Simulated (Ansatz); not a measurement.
# CHF₃ (singlet): from Hartree-Fock to the top rungs, cc-pVDZ

The task here is to estimate one member of a computed series from the others.

Program: Ansatz 0.2.0, Gaussian basis. Level of theory: cc-pVDZ, core rule «outside noble gas», up to 4 orbitals frozen. These are calculated values, not measurements.

To be run: UHF; CCSD(T) on RHF; CCSDT(Q) on RHF.

2 further runs of the same task are left out: 2 set aside as unsound or not needed.

## The geometry

The geometry is an MP2(full)/6-31G* stationary point (not a proven minimum).

5 atoms, charge 0, spin multiplicity 1.

Atoms are counted from 1 here; the program's logs count them from 0.

Bond lengths: C1–H2 1.088 Å, C1–F3 1.343 Å, C1–F4 1.343 Å, C1–F5 1.343 Å. Angles: H2–C1–F3 110.5°, H2–C1–F4 110.5°, H2–C1–F5 110.5°, F3–C1–F4 108.5°, F3–C1–F5 108.5°, F4–C1–F5 108.5°.

The first run:

File in.yaml:

```yaml
crystal:
  periodic: [false, false, false]
  atoms:
    - {symbol: C, position_ang: [0.000000, 0.000000, 0.366733]}
    - {symbol: H, position_ang: [0.000000, 0.000000, 1.455195]}
    - {symbol: F, position_ang: [0.000000, 1.258200, -0.103017]}
    - {symbol: F, position_ang: [1.089633, -0.629100, -0.103017]}
    - {symbol: F, position_ang: [-1.089633, -0.629100, -0.103017]}
basis:
  gaussian: {orbitals: cc-pVDZ}
magnetization: {spin_polarized: true, initial_magnetization: 0}
hamiltonian: {xc: hf}
output: {orbitals: {seedname: orbitals}}
```

Started as:

```
> ansatz run in.yaml --threads 1 --pin off --events-out ev --progress --plain --max-ram 2880MiB --backend cpu
```

Among the steps run: UHF; CCSD(T) on RHF; CCSDT(Q) on RHF.

One of the session's tables, all rows but one given; the rest of the session is left out.

| method | from RCCSDT(Q) (kcal/mol) |
| --- | --- |
| RHF | +451.91 |
| RMP2 | +18.03 |
| RCCSD | ? |
| RCCSD(T) | +1.24 |
| RCCSDT | +0.91 |
| RCCSDT(Q) | 0 |

**Question.** Estimate the row for RCCSD.

As computed: from RCCSDT(Q) (kcal/mol): +9.63. In the column «from RCCSDT(Q) (kcal/mol)» it lies between RCCSD(T) (+1.24) and RMP2 (+18.03).

With the free atoms at the same levels and basis (separate runs), the atomisation energy is 18.096 eV at RCCSDT(Q), 18.066 eV at RCCSD(T), 12.968 eV at RHF.
